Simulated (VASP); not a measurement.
# MnF2 (R-3m) in VASP: a series of runs

One crystal, MnF2, is run at these levels: LDA+U; tasks: single point.

Program: VASP 6.6.1. These are calculated values, not measurements. Logs are shortened: lines on timing, memory, paths and dates and some standing lists are left out, and cuts for length are marked.

## (1) The structure

Symmetry: R-3m, No. 166, trigonal system. Conventional cell: a = 3.174 Å, b = 3.174 Å, c = 14.393 Å, α = 90.00°, β = 90.00°, γ = 120.00°. Mn (site symmetry -3m) has 6 F at 2.17 Å as nearest neighbours. F (site symmetry 3m) is surrounded by 3 Mn at 2.17 Å.

The cell was built by a generator and needn't be a form met in nature.

## (2) Single point, LDA+U, collinear spin, zero start

Input file INCAR:

```
SYSTEM = MnF2
  PREC = Accurate
  ENCUT = 520
  EDIFF = 1E-7
  ISMEAR = 0
  SIGMA = 0.05
  LREAL = .False.
  LASPH = .True.
  NELM = 150
  ALGO = Fast
  ISIF = 2
  LWAVE = .False.
  LCHARG = .False.
  ISPIN = 2
  MAGMOM = 0 0 0
  LORBIT = 11
  LMAXMIX = 4
  LDAU = .True.
  LDAUTYPE = 2
  LDAUL = 2 -1
  LDAUU = 7 0
  LDAUJ = 0 0
  LDAUPRINT = 1
  GGA = CA
  NBANDS = 24
```

Input file KPOINTS:

```
Automatic mesh
0
Gamma
  7 7 7
  0 0 0
```

Input file POSCAR:

```
MnF2
1.0
    1.5868133000      0.9161470900      4.7975342500
   -1.5868133000      0.9161470900      4.7975342500
    0.0000000000     -1.8322941800      4.7975342500
Mn F
1 2
Direct
    0.0000000000      0.0000000000      0.0000000000
    0.2520000000      0.2520000000      0.2520000000
    0.7480000000      0.7480000000      0.7480000000
```

Potentials or basis: VASP PAW LDA potentials, release 64 (Mn_pv, F).

The run is started by

```bash
$ cat potpaw_LDA.64/Mn_pv/POTCAR potpaw_LDA.64/F/POTCAR > POTCAR
$ mpirun -np 1 vasp_std > vasp.out
```

OUTCAR:

```text
SYSTEM = MnF2
   PREC = Accurate
   ENCUT = 520
   EDIFF = 1E-7
   ISMEAR = 0
   LREAL = .False.
   LASPH = .True.
   NELM = 150
   ISIF = 2
   ISPIN = 2
   LORBIT = 11
   GGA = CA

 ion  position               nearest neighbor table
   1  0.000  0.000  0.000-   3 2.17   3 2.17   2 2.17   2 2.17   3 2.17   2 2.17
   2  0.252  0.252  0.252-   1 2.17   1 2.17   1 2.17
   3  0.748  0.748  0.748-   1 2.17   1 2.17   1 2.17

  LATTYP: Found a trigonal (rhomboedric) cell.
 ALAT       =     5.1355269272
 COS(alpha) =     0.8090535270

  Lattice vectors:

 A1 = (   1.5868133000,   0.9161470900,   4.7975342500)
 A2 = (  -1.5868133000,   0.9161470900,   4.7975342500)
 A3 = (   0.0000000000,  -1.8322941800,   4.7975342500)

Analysis of symmetry for initial positions (statically):
=====================================================================
 Subroutine PRICEL returns:
 Original cell was already a primitive cell.

 Routine SETGRP: Setting up the symmetry group for a
 trigonal (rhombohedral) supercell.

 Subroutine GETGRP returns: Found 12 space group operations
 (whereof 12 operations were pure point group operations)
 out of a pool of 12 trial point group operations.

The static configuration has the point symmetry D_3d.

Analysis of symmetry for dynamics (positions and initial velocities):
=====================================================================
 Subroutine PRICEL returns:
 Original cell was already a primitive cell.

 Routine SETGRP: Setting up the symmetry group for a
 trigonal (rhombohedral) supercell.

 Subroutine GETGRP returns: Found 12 space group operations
 (whereof 12 operations were pure point group operations)
 out of a pool of 12 trial point group operations.

The dynamic configuration has the point symmetry D_3d.

Analysis of structural, dynamic, and magnetic symmetry:
=====================================================================
 Subroutine PRICEL returns:
 Original cell was already a primitive cell.

 Routine SETGRP: Setting up the symmetry group for a
 trigonal (rhombohedral) supercell.

 Subroutine GETGRP returns: Found 12 space group operations
 (whereof 12 operations were pure point group operations)
 out of a pool of 12 trial point group operations.

The overall configuration has the point symmetry D_3d.

 Subroutine INISYM returns: Found 12 space group operations
 (whereof 12 operations are pure point group operations),
 and found     1 'primitive' translations

----------------------------------------------------------------------------------------

                                     Primitive cell

  volume of cell :      41.8466

  direct lattice vectors                    reciprocal lattice vectors
     1.586813300  0.916147090  4.797534250     0.315096930  0.181921297  0.069480136
    -1.586813300  0.916147090  4.797534250    -0.315096930  0.181921297  0.069480136
     0.000000000 -1.832294180  4.797534250     0.000000000 -0.363842594  0.069480136

  length of vectors
     5.135526927  5.135526927  5.135526929     0.370417228  0.370417228  0.370417227

  position of ions in fractional coordinates (direct lattice)
     0.000000000  0.000000000  0.000000000
     0.252000000  0.252000000  0.252000000
     0.748000000  0.748000000  0.748000000

  ion indices of the primitive-cell ions
   primitive index   ion index
                 1           1
                 2           2
                 3           3

----------------------------------------------------------------------------------------

 KPOINTS: Automatic mesh

Automatic generation of k-mesh.
 Grid dimensions read from file:
 generate k-points for:    7    7    7

 Generating k-lattice:

  Cartesian coordinates                     Fractional coordinates (reciprocal lattice)
     0.045013847  0.025988757  0.009925734     0.142857143  0.000000000  0.000000000
    -0.045013847  0.025988757  0.009925734     0.000000000  0.142857143  0.000000000
     0.000000000 -0.051977513  0.009925734     0.000000000  0.000000000  0.142857143

  Length of vectors
     0.052916747  0.052916747  0.052916747

  Shift w.r.t. Gamma in fractional coordinates (k-lattice)
     0.000000000  0.000000000  0.000000000

 Subroutine IBZKPT returns following result:
 ===========================================

 Found     44 irreducible k-points:

 Following reciprocal coordinates:
            Coordinates               Weight
  0.000000  0.000000  0.000000      1.000000
  0.142857 -0.000000 -0.000000      6.000000
  0.285714 -0.000000 -0.000000      6.000000
  0.428571  0.000000  0.000000      6.000000
  0.142857  0.142857  0.000000      6.000000
  0.285714  0.142857  0.000000     12.000000
[... 16 lines left out ...]
  0.285714  0.285714  0.142857      6.000000
  0.428571  0.285714  0.142857     12.000000
 [... further k-points ...]
   k-points           NKPTS =     44   k-points in BZ     NKDIM =     44   number of bands    NBANDS=     24
   number of dos      NEDOS =    301   number of ions     NIONS =      3
   total plane-waves  NPLWV =  64000
   dimension x,y,z NGX =    40 NGY =   40 NGZ =   40
   dimension x,y,z NGXF=    80 NGYF=   80 NGZF=   80
   ions per type =               1   2
   NGX,Y,Z   is equivalent  to a cutoff of  12.95, 12.95, 12.95 a.u.
   NGXF,Y,Z  is equivalent  to a cutoff of  25.90, 25.90, 25.90 a.u.
 SYSTEM =  MnF2
   PREC   = accura    normal or accurate (medium, high low for compatibility)
   ISTART =      0    job   : 0-new  1-cont  2-samecut
   ICHARG =      2    charge: 1-file 2-atom 10-const
   ISPIN  =      2    spin polarized calculation?
   LNONCOLLINEAR =      F non collinear calculations
   LSORBIT =      F    spin-orbit coupling
   LASPH  =      T    aspherical Exc in radial PAW
   ENCUT  =  520.0 eV  38.22 Ry    6.18 a.u.   9.55  9.55  9.55*2*pi/ulx,y,z
   NELM   =    150;   NELMIN=  2; NELMDL= -5     # of ELM steps
   EDIFF  = 0.1E-06   stopping-criterion for ELM
   LREAL  =      F    real-space projection
   EDIFFG = 0.1E-05   stopping-criterion for IOM
   NSW    =      0    number of steps for IOM
   IBRION =     -1    ionic relax: 0-MD 1-quasi-New 2-CG
   NFREE  =      0    steps in history (QN), initial steepest desc. (CG)
   ISIF   =      2    stress and relaxation
   ISYM   =      2    0-nonsym 1-usesym 2-fastsym
   POTIM  = 0.5000    time-step for ionic-motion
   TEBEG  =    0.0;   TEEND  =   0.0 temperature during run
   PSTRESS=    0.0 pullay stress
   NELECT =      27.0000    total number of electrons
   NUPDOWN=      -1.0000    fix difference up-down
   EMIN   =  10.00;   EMAX   =-10.00  energy-range for DOS
   EFERMI =   0.00;   METHOD = LEGACY
   ISMEAR =     0;   SIGMA  =   0.05  broadening in eV -4-tet -1-fermi 0-gaus
   EFERMI_NEDOS =   21; number of points for ismear=-14 and -15
   IALGO  =     68    algorithm
   IMIX   =      4    mixing-type and parameters
     AMIX     =   0.40;   BMIX     =  1.00
     AMIX_MAG =   1.60;   BMIX_MAG =  1.00
  volume/ion in A,a.u.               =      13.95        94.13
  Fermi-wavevector in a.u.,A,eV,Ry     =   1.414629  2.673262 27.227651  2.001176
  Thomas-Fermi vector in A             =   2.536152
   LORBIT       =     11    0 simple, 1 ext, 2 COOP (PROOUT), +10 PAW based schemes
 LDA+U is selected, type is set to LDAUTYPE =  2
   angular momentum for each species LDAUL =     2   -1
   U (eV)           for each species LDAUU =   7.0  0.0
   J (eV)           for each species LDAUJ =   0.0  0.0
   GGA     = CA    functional components
   LHFCALC =     F    Hartree Fock is set to
   AEXX    =    0.0000 exact exchange contribution
   IVDW    =     0    specifies the selected vdW correction
   LEPSILON=     F    determine dielectric tensor
   LRPA    =     F    only Hartree local field effects (RPA)
 spin polarized calculation
 RMM-DIIS sequential band-by-band and
 Gauss-broadening in eV      SIGMA  =   0.05
  energy-cutoff  :      520.00
  volume of cell :       41.85
 maximum number of plane-waves:      1144
 NGX is ok and might be reduce to    40
   NGX = 19   NGY = 19   NGZ = 19

 number of electron      27.0000001 magnetization       0.0000273

atom =   1  type =  1  l = 2

 onsite density matrix

spin component  1

  0.5251  0.0000  0.0000 -0.2832  0.0000
  0.0000  0.2498 -0.0000  0.0000 -0.2832
  0.0000 -0.0000  0.9431 -0.0000  0.0000
 -0.2832  0.0000 -0.0000  0.2498 -0.0000
  0.0000 -0.2832  0.0000 -0.0000  0.5251

spin component  2

  0.5250  0.0000  0.0000 -0.2832  0.0000
  0.0000  0.2498 -0.0000  0.0000 -0.2832
  0.0000 -0.0000  0.9431 -0.0000  0.0000
 -0.2832  0.0000 -0.0000  0.2498 -0.0000
  0.0000 -0.2832  0.0000 -0.0000  0.5250

 occupancies and eigenvectors

  o =  0.0726  v =  0.5305 -0.0000  0.0000  0.8477 -0.0000  0.0000  0.0000  0.0000  0.0000  0.0000      0.0000  0.0000  0.0000  0.0000  0.0000  0.0000  0.0000  0.0000  0.0000  0.0000
  o =  0.0726  v =  0.0000  0.8477 -0.0000  0.0000  0.5305  0.0000  0.0000  0.0000  0.0000  0.0000      0.0000  0.0000  0.0000  0.0000  0.0000  0.0000  0.0000  0.0000  0.0000  0.0000
  o =  0.0726  v =  0.0000  0.0000  0.0000  0.0000  0.0000  0.5305 -0.0000  0.0000  0.8477 -0.0000      0.0000  0.0000  0.0000  0.0000  0.0000  0.0000  0.0000  0.0000  0.0000  0.0000
  o =  0.0726  v =  0.0000  0.0000  0.0000  0.0000  0.0000  0.0000  0.8477 -0.0000  0.0000  0.5305      0.0000  0.0000  0.0000  0.0000  0.0000  0.0000  0.0000  0.0000  0.0000  0.0000
  o =  0.7023  v = -0.8477 -0.0000 -0.0000  0.5305  0.0000  0.0000  0.0000  0.0000  0.0000  0.0000      0.0000  0.0000  0.0000  0.0000  0.0000  0.0000  0.0000  0.0000  0.0000  0.0000
  o =  0.7023  v = -0.0000  0.5305  0.0000  0.0000 -0.8477  0.0000  0.0000  0.0000  0.0000  0.0000      0.0000  0.0000  0.0000  0.0000  0.0000  0.0000  0.0000  0.0000  0.0000  0.0000
  o =  0.7023  v =  0.0000  0.0000  0.0000  0.0000  0.0000 -0.8477 -0.0000 -0.0000  0.5305  0.0000      0.0000  0.0000  0.0000  0.0000  0.0000  0.0000  0.0000  0.0000  0.0000  0.0000
  o =  0.7023  v =  0.0000  0.0000  0.0000  0.0000  0.0000 -0.0000  0.5305  0.0000  0.0000 -0.8477      0.0000  0.0000  0.0000  0.0000  0.0000  0.0000  0.0000  0.0000  0.0000  0.0000
  o =  0.9431  v =  0.0000  0.0000  0.0000  0.0000  0.0000  0.0000 -0.0000  1.0000 -0.0000  0.0000      0.0000  0.0000  0.0000  0.0000  0.0000  0.0000  0.0000  0.0000  0.0000  0.0000
  o =  0.9431  v =  0.0000 -0.0000  1.0000 -0.0000  0.0000  0.0000  0.0000  0.0000  0.0000  0.0000      0.0000  0.0000  0.0000  0.0000  0.0000  0.0000  0.0000  0.0000  0.0000  0.0000

 number of electron      27.0000001 magnetization      -0.0000028

 Free energy of the ion-electron system (eV)
  ---------------------------------------------------
  ext. energy  EPLUGINS =         0.00000000
  ---------------------------------------------------
  free energy    TOTEN  =       -12.88019302 eV

  energy without entropy =      -12.86552853  energy(sigma->0) =      -12.87286077

 E-fermi :   0.1104     XC(G=0): -10.1730

 val. band max:        0.0851672114   @ k =  -0.2857   0.2857   0.0000
 cond. band min:       0.1160376207   @ k =  -0.4286   0.4286   0.1429
 fundamental gap:      0.0308704093
 Fermi energy:         0.1103564828

 spin component 1

 k-point     1 :       0.0000    0.0000    0.0000
  band No.  band energies     occupation
      1     -46.3290      1.00000
      2     -46.3290      1.00000
      3     -45.9004      1.00000
      4     -21.8033      1.00000
      5     -21.2792      1.00000
      6      -5.2606      1.00000
[... 637 lines left out ...]
     23      18.8648      0.00000
     24      20.4740      0.00000

 [... further k-points ...]

 spin component 2

 k-point     1 :       0.0000    0.0000    0.0000
  band No.  band energies     occupation
      1     -46.3290      1.00000
      2     -46.3290      1.00000
      3     -45.9004      1.00000
      4     -21.8033      1.00000
      5     -21.2792      1.00000
      6      -5.2606      1.00000
[... 637 lines left out ...]
     23      18.8648      0.00000
     24      20.4744      0.00000

 [... further k-points ...]
[... 5 lines left out ...]
  --------------------------------------------------------------------------------------
  -------------------------------------------------------------------------------------
  Total       -5.5707328     -5.5707329     -4.8279317      0.0000000      0.0000000      0.0000000
  in kB     -213.2860939   -213.2860958   -184.8465412      0.0000000      0.0000000      0.0000000
  external PRESSURE =    -203.8062436 kB  Pullay stress =       0.0000000 kB

 VOLUME and BASIS-vectors are now :
 -----------------------------------------------------------------------------
  energy-cutoff  :      520.00
  volume of cell :       41.85
      direct lattice vectors                 reciprocal lattice vectors
     1.586813300  0.916147090  4.797534250     0.315096930  0.181921297  0.069480136
    -1.586813300  0.916147090  4.797534250    -0.315096930  0.181921297  0.069480136
     0.000000000 -1.832294180  4.797534250     0.000000000 -0.363842594  0.069480136

 POSITION                                       TOTAL-FORCE (eV/Angst)
 -----------------------------------------------------------------------------------
      0.00000      0.00000      0.00000        -0.000000     -0.000000      0.000000
      0.00000      0.00000      3.62694         0.000000     -0.000000      1.841877
      0.00000      0.00000     10.76567         0.000000      0.000000     -1.841877
 -----------------------------------------------------------------------------------
    total drift:                               -0.000000      0.000000     -0.000000

  FREE ENERGIE OF THE ION-ELECTRON SYSTEM (eV)
  ---------------------------------------------------
  free  energy   TOTEN  =       -12.8801930176 eV

  energy  without entropy=      -12.8655285296  energy(sigma->0) =      -12.87286077

 total charge

# of ion       s       p       d       tot
------------------------------------------
    1        0.169   6.136   4.964  11.269
    2        1.726   4.293   0.000   6.019
    3        1.726   4.293   0.000   6.019
--------------------------------------------------
tot          3.620  14.722   4.964  23.307

 magnetization (x)

# of ion       s       p       d       tot
------------------------------------------
    1       -0.000  -0.000  -0.000  -0.000
    2        0.000  -0.000   0.000  -0.000
    3        0.000  -0.000   0.000  -0.000
--------------------------------------------------
tot          0.000  -0.000  -0.000  -0.000
```

It took 3.6 min on 1 thread of Intel Xeon 6975P-C (Granite Rapids), shared host; peak memory 0.25 GiB.

Results:

* Free energy: -12.8802 eV
* Pressure: -20.4 GPa
* Largest force: 1.842 eV/Å
* Band gap on the k mesh: none (metal or under the smearing width)
* Net moment: 0.00 μB per cell
* Valence electrons inside the program's atomic spheres: Mn 11.27; F 6.02

Forces on the atoms (eV/Å):
```
Mn   0.000  0.000  0.000
F    0.000  0.000  1.842
F    0.000  0.000 -1.842
```

Eigenvalues of the final occupation matrices:
```
    site  spin  trace               eigenvalues
site 1 d     1   2.49  0.07 0.07 0.70 0.70 0.94
site 1 d     2   2.49  0.07 0.07 0.70 0.70 0.94
```

Caveat: forces of over 1 eV/Å show positions far from the minimum, so gaps and moduli don't describe the material at rest.

## (3) Single point, LDA+U, collinear spin, random start

Input file INCAR:

```
PREC = Accurate ; ENCUT = 520
EDIFF = 1E-6 ; ISMEAR = 0
SIGMA = 0.05 ; LREAL = F
LASPH = T ; NELM = 100
ALGO = Normal ; ISIF = 2
LWAVE = F ; LCHARG = F
ISPIN = 2 ; MAGMOM = -0.55 0 0
LORBIT = 11 ; LMAXMIX = 4
LDAU = T ; LDAUTYPE = 2
LDAUL = 2 -1 ; LDAUU = 7 0
LDAUJ = 0 0 ; LDAUPRINT = 1
NBANDS = 24
```

Input file KPOINTS:

```
regular mesh
0
Gamma
  7 7 7
```

POSCAR is that of step 2.

Potentials or basis: VASP PAW LDA potentials, release 64 (Mn_pv, F).

The run is started by

```bash
$ cat potpaw_LDA.64/Mn_pv/POTCAR potpaw_LDA.64/F/POTCAR > POTCAR
$ mpirun -np 1 vasp_std > vasp.out
```

Wall time 81 s (1 thread of Intel Xeon 6975P-C (Granite Rapids), shared host); peak memory 0.23 GiB.

It converged, with:

| Property | Result |
| --- | --- |
| Free energy | -18.9716 eV |
| Pressure | -7.1 GPa |
| Largest force | 1.335 eV/Å |
| Band gap on the k mesh | 3.63 eV, indirect (least direct gap 3.68 eV) |
| Net moment | -5.00 μB per cell |
| Site moments | Mn -4.71; F -0.05 μB |
| Valence electrons inside the program's atomic spheres | Mn 11.27; F 6.05 |

Forces on the atoms (eV/Å):
```
Mn   0.000  0.000  0.000
F    0.000  0.000  1.335
F    0.000  0.000 -1.335
```

Stress tensor (GPa, compression positive):
```
 -3.60   0.00   0.00
  0.00  -3.60   0.00
  0.00   0.00 -14.03
```

Levels at points of the mesh, in eV from the valence-band top:
Spin up:
| k point | band 9 | band 10 | band 11 | band 12 | band 13 | band 14 |
| --- | --- | --- | --- | --- | --- | --- |
| (0.00, 0.00, 0.00) | -1.73 | -1.73 | -1.39 | 4.40 | 7.23 | 7.23 |
Spin down:
```
           k point  band 14  band 15  band 16  band 17  band 18  band 19
(0.00, 0.00, 0.00)    -1.52    -0.04    -0.04     3.63     8.86    12.51
```

Eigenvalues of the final occupation matrices:
| site | spin | trace | eigenvalues |
| --- | --- | --- | --- |
| site 1 d | 1 | 0.14 | 0.01 0.01 0.01 0.05 0.05 |
| site 1 d | 2 | 4.82 | 0.95 0.95 0.95 0.99 0.99 |

Caveat: an odd mesh through Γ misses points on the zone boundary, where band edges often lie; a cell with one magnetic atom can't hold antiferromagnetic order, which such compounds often take; forces of over 1 eV/Å show positions far from the minimum, so gaps and moduli don't describe the material at rest.
